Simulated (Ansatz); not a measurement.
**VH₂ under pressure**

Method: Ansatz, DFT PBEsol, scalar-relativistic, plane waves, PAW. Run with 420 eV cutoff, 18×18×18 k-mesh, Gaussian smearing of 0.10 eV, no spin polarisation.

Starting point, cell and atoms relaxed:

```xyz
3
Lattice="0.0000 2.0821 2.0821 2.0821 0.0000 2.0821 2.0821 2.0821 0.0000" Properties=species:S:1:pos:R:3 pbc="T T T"
V     0.0000    0.0000    0.0000
H     1.0410    1.0410    1.0410
H     3.1231    3.1231    3.1231
```

Cell and atoms are relaxed at each pressure within the symmetry of the start, at zero temperature, so transitions that lower the symmetry aren't seen. The k-mesh given is that at zero pressure and may differ at others. a, b and c are the lengths of the cell vectors above. ΔH is E + PV over the energy at zero pressure.

```csv
P (GPa),V (Å³/atom),V/V0,a (Å),b (Å),c (Å),ΔH (eV/atom)
-3,?,?,?,?,?,?
0,6.02,1.000,2.945,2.945,2.945,0.000
3,?,?,?,?,?,?
8,5.79,0.962,2.906,2.906,2.906,0.294
15,5.62,0.933,2.878,2.878,2.878,0.543
30,5.32,0.884,2.826,2.826,2.826,1.055
60,4.89,0.812,2.747,2.747,2.747,2.007
```

(1) What stands in the row for -3 GPa?

(2) What stands in the row for 3 GPa?

Answers

(1) V 6.12 Å³/atom; V/V0 1.016; a 2.961 Å; b 2.961 Å; c 2.961 Å; ΔH -0.114 eV/atom.

(2) V 5.92 Å³/atom; V/V0 0.984; a 2.929 Å; b 2.929 Å; c 2.929 Å; ΔH 0.112 eV/atom.